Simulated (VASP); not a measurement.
Input of a VASP 6.6.1 run:

INCAR

```
PREC = Accurate ; ENCUT = 520
EDIFF = 1E-6 ; ISMEAR = 0
SIGMA = 0.1 ; LREAL = False
LASPH = True ; NELM = 80
ALGO = Normal ; ISIF = 2
LWAVE = False ; LCHARG = False
ISPIN = 2 ; MAGMOM = 0 0 0 0 0 0 0 0
LORBIT = 11 ; LMAXMIX = 4
LDAU = True ; LDAUTYPE = 2
LDAUL = 2 -1 ; LDAUU = 5 0
LDAUJ = 0 0 ; LDAUPRINT = 1
LOPTICS = True ; NBANDS = 76
NEDOS = 1000 ; CSHIFT = 0.1
```

The input HfC.cif:

```cif
data_HfC
_cell_length_a 4.65000000
_cell_length_b 4.65000000
_cell_length_c 4.65000000
_cell_angle_alpha 90.00000000
_cell_angle_beta 90.00000000
_cell_angle_gamma 90.00000000
_space_group_name_H-M_alt 'Fm-3m'
_space_group_name_Hall '-F 4 2 3'
_space_group_IT_number 225
loop_
_space_group_symop_operation_xyz
'x,y,z'
'-x,-y,-z'
'-y,x,z'
'y,-x,-z'
'-x,-y,z'
'x,y,-z'
'y,-x,z'
'-y,x,-z'
'x,-y,-z'
'-x,y,z'
'-y,-x,-z'
'y,x,z'
'-x,y,-z'
'x,-y,z'
'y,x,-z'
'-y,-x,z'
'z,x,y'
'-z,-x,-y'
'z,-y,x'
'-z,y,-x'
'z,-x,-y'
'-z,x,y'
'z,y,-x'
'-z,-y,x'
'-z,x,-y'
'z,-x,y'
'-z,-y,-x'
'z,y,x'
'-z,-x,y'
'z,x,-y'
'-z,y,x'
'z,-y,-x'
'y,z,x'
'-y,-z,-x'
'x,z,-y'
'-x,-z,y'
'-y,z,-x'
'y,-z,x'
'-x,z,y'
'x,-z,-y'
'-y,-z,x'
'y,z,-x'
'-x,-z,-y'
'x,z,y'
'y,-z,-x'
'-y,z,x'
'x,-z,y'
'-x,z,-y'
'x,y+1/2,z+1/2'
'-x,-y+1/2,-z+1/2'
'-y,x+1/2,z+1/2'
'y,-x+1/2,-z+1/2'
'-x,-y+1/2,z+1/2'
'x,y+1/2,-z+1/2'
'y,-x+1/2,z+1/2'
'-y,x+1/2,-z+1/2'
'x,-y+1/2,-z+1/2'
'-x,y+1/2,z+1/2'
'-y,-x+1/2,-z+1/2'
'y,x+1/2,z+1/2'
'-x,y+1/2,-z+1/2'
[... 41 lines left out ...]
'y+1/2,-x,z+1/2'
'-y+1/2,x,-z+1/2'
'x+1/2,-y,-z+1/2'
'-x+1/2,y,z+1/2'
'-y+1/2,-x,-z+1/2'
'y+1/2,x,z+1/2'
'-x+1/2,y,-z+1/2'
'x+1/2,-y,z+1/2'
'y+1/2,x,-z+1/2'
'-y+1/2,-x,z+1/2'
'z+1/2,x,y+1/2'
'-z+1/2,-x,-y+1/2'
'z+1/2,-y,x+1/2'
'-z+1/2,y,-x+1/2'
'z+1/2,-x,-y+1/2'
'-z+1/2,x,y+1/2'
'z+1/2,y,-x+1/2'
'-z+1/2,-y,x+1/2'
'-z+1/2,x,-y+1/2'
'z+1/2,-x,y+1/2'
'-z+1/2,-y,-x+1/2'
'z+1/2,y,x+1/2'
'-z+1/2,-x,y+1/2'
'z+1/2,x,-y+1/2'
'-z+1/2,y,x+1/2'
'z+1/2,-y,-x+1/2'
'y+1/2,z,x+1/2'
'-y+1/2,-z,-x+1/2'
'x+1/2,z,-y+1/2'
'-x+1/2,-z,y+1/2'
'-y+1/2,z,-x+1/2'
'y+1/2,-z,x+1/2'
'-x+1/2,z,y+1/2'
'x+1/2,-z,-y+1/2'
'-y+1/2,-z,x+1/2'
'y+1/2,z,-x+1/2'
'-x+1/2,-z,-y+1/2'
'x+1/2,z,y+1/2'
'y+1/2,-z,-x+1/2'
'-y+1/2,z,x+1/2'
'x+1/2,-z,y+1/2'
'-x+1/2,z,-y+1/2'
'x+1/2,y+1/2,z'
'-x+1/2,-y+1/2,-z'
'-y+1/2,x+1/2,z'
'y+1/2,-x+1/2,-z'
'-x+1/2,-y+1/2,z'
'x+1/2,y+1/2,-z'
'y+1/2,-x+1/2,z'
'-y+1/2,x+1/2,-z'
'x+1/2,-y+1/2,-z'
'-x+1/2,y+1/2,z'
'-y+1/2,-x+1/2,-z'
'y+1/2,x+1/2,z'
'-x+1/2,y+1/2,-z'
'x+1/2,-y+1/2,z'
'y+1/2,x+1/2,-z'
'-y+1/2,-x+1/2,z'
'z+1/2,x+1/2,y'
'-z+1/2,-x+1/2,-y'
'z+1/2,-y+1/2,x'
'-z+1/2,y+1/2,-x'
'z+1/2,-x+1/2,-y'
'-z+1/2,x+1/2,y'
'z+1/2,y+1/2,-x'
'-z+1/2,-y+1/2,x'
'-z+1/2,x+1/2,-y'
'z+1/2,-x+1/2,y'
'-z+1/2,-y+1/2,-x'
'z+1/2,y+1/2,x'
'-z+1/2,-x+1/2,y'
'z+1/2,x+1/2,-y'
'-z+1/2,y+1/2,x'
'z+1/2,-y+1/2,-x'
'y+1/2,z+1/2,x'
'-y+1/2,-z+1/2,-x'
'x+1/2,z+1/2,-y'
'-x+1/2,-z+1/2,y'
'-y+1/2,z+1/2,-x'
'y+1/2,-z+1/2,x'
'-x+1/2,z+1/2,y'
'x+1/2,-z+1/2,-y'
'-y+1/2,-z+1/2,x'
'y+1/2,z+1/2,-x'
'-x+1/2,-z+1/2,-y'
'x+1/2,z+1/2,y'
'y+1/2,-z+1/2,-x'
'-y+1/2,z+1/2,x'
'x+1/2,-z+1/2,y'
'-x+1/2,z+1/2,-y'
loop_
_atom_site_label
_atom_site_type_symbol
_atom_site_symmetry_multiplicity
_atom_site_Wyckoff_symbol
_atom_site_fract_x
_atom_site_fract_y
_atom_site_fract_z
_atom_site_occupancy
Hf1 Hf 4 b 0.5000000000 0.0000000000 0.0000000000 1
C1 C 4 a 0.0000000000 0.0000000000 0.0000000000 1
```

Contents of KPOINTS:

```
regular mesh
0
Gamma
  6 6 6
```

File POSCAR:

```
Hf C 
 1.0000000000000000
     4.6500000000000004    0.0000000000000000    0.0000000000000000
     0.0000000000000000    4.6500000000000004    0.0000000000000000
     0.0000000000000000    0.0000000000000000    4.6500000000000004
 Hf  C  
   4   4
Cartesian
  2.3250000000000002  0.0000000000000000  0.0000000000000000
  0.0000000000000000  2.3250000000000002  0.0000000000000000
  0.0000000000000000  0.0000000000000000  2.3250000000000002
  2.3250000000000002  2.3250000000000002  2.3250000000000002
  0.0000000000000000  0.0000000000000000  0.0000000000000000
  0.0000000000000000  2.3250000000000002  2.3250000000000002
  2.3250000000000002  0.0000000000000000  2.3250000000000002
  2.3250000000000002  2.3250000000000002  0.0000000000000000
```

Potentials or basis: VASP PAW LDA potentials, release 64 (Hf_pv, C).

Launch:

```bash
$ ase convert -i cif -o vasp HfC.cif POSCAR
$ cat potpaw_LDA.64/Hf_pv/POTCAR potpaw_LDA.64/C/POTCAR > POTCAR
$ mpirun -np 1 vasp_std > vasp.out
```

Task: Predict the net moment.

Result: 0.00 μB per cell.

Task: Predict the band gap on the k mesh.

Result: None (metal or under the smearing width).

Task: What does it give for the pressure?

Result: 6.3 GPa.

Dielectric function (mean over the directions given):
```tsv
energy (eV)	real part	imaginary part
0.27	66.45	51.68
0.74	8.86	10.81
1.27	9.98	4.37
1.74	21.59	17.23
2.27	7.31	15.44
2.74	4.88	11.88
3.27	5.52	9.13
3.74	3.08	4.92
4.28	5.42	8.75
4.81	6.23	8.78
5.28	1.26	7.04
5.81	3.17	6.87
6.28	3.36	7.50
6.82	3.33	7.14
7.28	0.64	9.17
7.82	2.05	7.27
8.35	0.92	6.35
8.82	0.83	7.13
9.36	-1.10	6.25
9.82	-0.96	7.50
10.36	-0.03	4.64
10.83	-1.43	5.68
11.36	-3.10	4.99
11.83	-3.53	3.34
12.36	-2.21	1.79
12.90	-1.23	3.25
13.37	-2.27	1.60
13.90	-1.59	1.15
14.37	-1.14	0.87
14.90	-0.47	0.85
15.37	-0.08	1.06
15.91	-0.40	1.67
16.44	-0.22	1.44
16.91	-0.62	1.52
17.44	-0.50	1.14
17.91	-0.31	0.94
18.45	-0.61	0.62
18.91	-0.23	0.54
19.45	-0.17	0.44
19.98	0.05	0.38
```

Caveat: spectra need much finer meshes, so this one isn't converged; independent-particle spectra lack excitons; the intraband (Drude) part of a metal's response may be missing; the U is typed as a test and isn't derived for this compound. Spin-orbit coupling is left out, which matters for the levels of Hf.
